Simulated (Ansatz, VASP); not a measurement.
# GaSb in two plane-wave programs, part 2 of 2

Aim: how closely do two programs agree when they are given the same cell, functional and k mesh? The structure shown is the end of the Ansatz relaxation below.

VASP 6.6.1 and Ansatz 0.2.0.

So far. Step 3 (VASP: single point, PBEsol, pair 1): The run ends at a pressure of -0.16 GPa.

## (6) VASP: single point, PBEsol, pair 2

Level of this step: PBEsol; plane waves and PAW (Sb, Ga_d) (VASP).

The same cell, functional, mesh and smearing now go to VASP, with its own data sets.

INCAR reads:

```
SYSTEM = GaSb
PREC = Accurate
ENCUT = 500
EDIFF = 1E-06
NELM = 120
ISMEAR = -1
SIGMA = 0.02
LREAL = .FALSE.
ALGO = Normal
GGA = PS
NBANDS = 24
LORBIT = 11
LWAVE = .FALSE.
LCHARG = .FALSE.
ISIF = 2
LASPH = .TRUE.
GGA_COMPAT = .FALSE.
KPAR = 2
```

POSCAR reads:

```
GaSb
1.0
    4.3527918616      0.0000000000      0.0000000000
    0.0000000000      4.3527918616      0.0000000000
    0.0000000000      0.0000000000      5.9898521200
Sb Ga
2 2
Direct
    0.5000000000      0.0000000000      0.7500000000
    0.0000000000      0.5000000000      0.2500000000
    0.0000000000      0.0000000000      0.0000000000
    0.5000000000      0.5000000000      0.5000000000
```

KPOINTS reads:

```
Automatic mesh
0
Gamma
7 7 5
0 0 0
```

Potentials, in the order of the species: Sb and Ga_d (PBE family, release 64).

Launch:

```console
mpirun -np 2 vasp_std
```

Numbers of over 12 decimals in the logs are rounded to 6 here.

Output:

```text
[banner, memory and clock lines left out]
running    2 mpi-ranks, on    1 nodes
[...]
[... a notice as in an earlier step ...]

 LDA part: xc-table for (Slater+PW92), standard interpolation
 POSCAR, INCAR and KPOINTS ok, starting setup
[...]
entering main loop
       N       E                     dE             d eps       ncg     rms          rms(c)
DAV:   1     0.222102135635E+03    0.22210E+03   -0.16703E+04  1464   0.185E+03
DAV:   2     0.466247784258E+01   -0.21744E+03   -0.21242E+03  1672   0.417E+02
DAV:   3    -0.159788811101E+02   -0.20641E+02   -0.20471E+02  1744   0.110E+02
DAV:   4    -0.164810204926E+02   -0.50214E+00   -0.50194E+00  1640   0.194E+01
[...]
DAV:  11    -0.162933860761E+02   -0.18361E-04   -0.36759E-05  2000   0.403E-02    0.393E-03
DAV:  12    -0.162933882456E+02   -0.21694E-05   -0.35004E-06  1464   0.984E-03    0.194E-03
DAV:  13    -0.162933882559E+02   -0.10365E-07   -0.23676E-07  1056   0.595E-03
   1 F= -.16293388E+02 E0= -.16293301E+02  d E =-.174136E-03
```

From OUTCAR (step 6):

```text
  Total        0.0498937      0.0498937      0.7459963      0.0000000      0.0000000      0.0000000
  in kB        0.7043761      0.7043761     10.5316242      0.0000000      0.0000000      0.0000000
  external PRESSURE =       3.9801255 kB  Pullay stress =       0.0000000 kB

 POSITION                                       TOTAL-FORCE (eV/Angst)
 -----------------------------------------------------------------------------------
      2.17640      0.00000      4.49239        -0.000000     -0.000000      0.000000
      0.00000      2.17640      1.49746        -0.000000     -0.000000      0.000000
      0.00000      0.00000      0.00000        -0.000000      0.000000      0.000000
      2.17640      2.17640      2.99493         0.000000      0.000000     -0.000000
 -----------------------------------------------------------------------------------
    total drift:                                0.000000      0.000000     -0.000000

  FREE ENERGIE OF THE ION-ELECTRON SYSTEM (eV)
  ---------------------------------------------------
  free  energy   TOTEN  =       -16.2933882559 eV

  energy  without entropy=      -16.2932141195  energy(sigma->0) =      -16.29330119

[... 1 part as in an earlier step ...]

[... 2 further parts left out ...]
[key lines of the parts left out:]
E-fermi :   4.8967
```

The run ends at a pressure of 0.40 GPa.

## (7) Comparison

What differs besides the data sets and the points named for the pairs above, as far as they apply: the data sets hold 56 valence electrons in Ansatz (on its PAW soft_1 files) and 36 in VASP. Total energies have different zeros and are not compared.

The two programs side by side:

```tsv
quantity	Ansatz	VASP	difference
pressure (GPa)	0.33	0.40	-0.07
gap on the k mesh (eV)	0.060	0.052	+0.008
```

A gap on the mesh is an upper bound, since the band edges may lie between its points.

## (8) Ansatz: relaxation, PBEsol

This run makes the geometry at which the two programs are then compared. The cell compared in this pair holds 113.11 Å³, against 113.49 Å³ for the pair before.

The structure compared here is the end of the Ansatz relaxation.

input.yaml reads:

```yaml
crystal:
  lattice:
    - [4.3543172725, 0.0, 0.0]
    - [0.0, 4.3543172725, 0.0]
    - [0.0, 0.0, 5.92873118]
  atoms:
    - { symbol: Sb, position: [0.5, 0.0, 0.75] }
    - { symbol: Sb, position: [0.0, 0.5, 0.25] }
    - { symbol: Ga, position: [0.0, 0.0, 0.0] }
    - { symbol: Ga, position: [0.5, 0.5, 0.5] }
kpoints:
  mp_grid: { grid: [7, 7, 5] }
scf:
  occupations: { method: fermi_dirac, width: 0.02 }
hamiltonian:
  xc: pbesol
  pseudopotentials: { kind: paw, azcp: { folder: soft_1 }, xc_functional: pbe }
basis:
  ecutwfc: 600
output:
  forces: true
  stress: true
  write_density: true
  write_potential: true
  elf: true
  volumetric_format: npy
relax:
  f_tol: 0.005
  max_steps: 70
  cell: { stress_tol: 0.02, p_target: 0, fix: [c, alpha, beta, gamma] }
```

Launch:

```console
ansatz run input.yaml --threads 4 --pin off --max-ram 10240MiB --backend cpu --events-out ev --progress --plain --runs-dir out
```

Output:

```text
[...]
Crystal: 4 atoms, lattice volume = 112.409 Å³
Basis set: ecut = 600 eV, 3775 PW (Γ), exchange–correlation on 72×72×96 points (8 copies of the dense FFT grid, shifted against one another)
Bands: 34, of which v1, the nominal top of the filled ones, is band 28 counted from 1 (27 counted from 0)
Symmetry: 16 space group operations
[...]
k-points: 30 of 245 (time reversal used)
[...]
--- Relaxed structure (3 steps of the walk, 3 accepted, 1 SCFs on fresh bases) ---
[...]
cell:  # Å, volume = 113.1098 Å³
    - [4.367865, 0, 0]
    - [0, 4.367865, 0]
    - [0, 0, 5.92873118]
  atoms:
    - { symbol: Sb, position: [0.5, 0, 0.75] }
    - { symbol: Sb, position: [0, 0.5, 0.25] }
    - { symbol: Ga, position: [0, 0, 0] }
    - { symbol: Ga, position: [0.5, 0.5, 0.5] }
[key lines of the parts left out:]
SCF converged after 7 iterations
Free energy (F): -20303.211682 eV
Fermi energy:    7.941281 eV
P = ⅓ Tr σ = 0.5029 GPa (5.029 kbar)
```

## (9) VASP: single point, PBEsol, pair 3

The same cell, functional, mesh and smearing now go to VASP, with its own data sets.

INCAR is that of step 6.

POSCAR reads:

```
GaSb
1.0
    4.3678650126      0.0000000000      0.0000000000
    0.0000000000      4.3678650126      0.0000000000
    0.0000000000      0.0000000000      5.9287311800
Sb Ga
2 2
Direct
    0.5000000000      0.0000000000      0.7500000000
    0.0000000000      0.5000000000      0.2500000000
    0.0000000000      0.0000000000      0.0000000000
    0.5000000000      0.5000000000      0.5000000000
```

KPOINTS is that of step 6.

Launch:

```console
mpirun -np 2 vasp_std
```

Output:

```text
[... set-up lines as in an earlier step ...]
 entering main loop
       N       E                     dE             d eps       ncg     rms          rms(c)
DAV:   1     0.220911169574E+03    0.22091E+03   -0.16462E+04  1456   0.184E+03
DAV:   2     0.509275300322E+01   -0.21582E+03   -0.21116E+03  1648   0.420E+02
DAV:   3    -0.159573786093E+02   -0.21050E+02   -0.20972E+02  1744   0.111E+02
DAV:   4    -0.164732267217E+02   -0.51585E+00   -0.51565E+00  1672   0.198E+01
[...]
DAV:  11    -0.162842241816E+02   -0.16815E-04   -0.35457E-05  1880   0.393E-02    0.417E-03
DAV:  12    -0.162842263779E+02   -0.21964E-05   -0.34898E-06  1528   0.104E-02    0.208E-03
DAV:  13    -0.162842263925E+02   -0.14595E-07   -0.18693E-07   984   0.467E-03
   1 F= -.16284226E+02 E0= -.16284169E+02  d E =-.115640E-03
```

OUTCAR, selected parts (step 9):

```text
  Total        0.0487718      0.0487718      1.1148079      0.0000000      0.0000000     -0.0000000
  in kB        0.6908428      0.6908428     15.7910288      0.0000000      0.0000000     -0.0000000
  external PRESSURE =       5.7242381 kB  Pullay stress =       0.0000000 kB

 POSITION                                       TOTAL-FORCE (eV/Angst)
 -----------------------------------------------------------------------------------
      2.18393      0.00000      4.44655        -0.000000      0.000000     -0.000000
      0.00000      2.18393      1.48218        -0.000000      0.000000     -0.000000
      0.00000      0.00000      0.00000         0.000000     -0.000000     -0.000000
      2.18393      2.18393      2.96437        -0.000000      0.000000      0.000000
 -----------------------------------------------------------------------------------
    total drift:                                0.000000      0.000000     -0.000000

  FREE ENERGIE OF THE ION-ELECTRON SYSTEM (eV)
  ---------------------------------------------------
  free  energy   TOTEN  =       -16.2842263925 eV

  energy  without entropy=      -16.2841107524  energy(sigma->0) =      -16.28416857

[... 1 part as in an earlier step ...]

[... 2 further parts left out ...]
[key lines of the parts left out:]
E-fermi :   4.9637
```

The run ends at a pressure of 0.57 GPa.

## (10) Differences

What differs besides the data sets and the points named for the pairs above, as far as they apply: the data sets hold 56 valence electrons in Ansatz (on its PAW soft_1 files) and 36 in VASP. Total energies have different zeros and are not compared.

Both answers:

```tsv
quantity	Ansatz	VASP	difference
pressure (GPa)	0.50	0.57	-0.07
gap on the k mesh (eV)	0.090	0.082	+0.008
```

A gap on the mesh is an upper bound, since the band edges may lie between its points.

## (11) What came out

| Property | Result |
| --- | --- |
| difference in pressure (single point, PBEsol, pair 1) | -0.066 GPa |
| difference in gap on the k mesh (single point, PBEsol, pair 2) | 0.0077 eV |
| difference in gap on the k mesh (single point, PBEsol, pair 3) | 0.0078 eV |

**Reading.** The difference in gap on the k mesh is 0.0078 eV (single point, PBEsol, pair 3), within the 0.08 eV picked in this series as the mark of a large difference. The data sets hold unlike numbers of valence electrons (56 in Ansatz and 36 in VASP), so part of the differences comes from the potentials. 4 further runs of this series are not shown here. How closely two codes agree says nothing of how well the functional describes the real material.

[Lines on the potential files, build, host, timing and source positions are cut from VASP's logs without a mark.]

[Logs are printed without paths, hosts, clocks, repeated set-up lines and the standing remarks that a program may print on its own settings, such as how far it seeks lower states.]

[Hosts, paths, dates, database ids (printed as entryN), source tags and the programs' standing remarks are cut or masked in the printed files.]
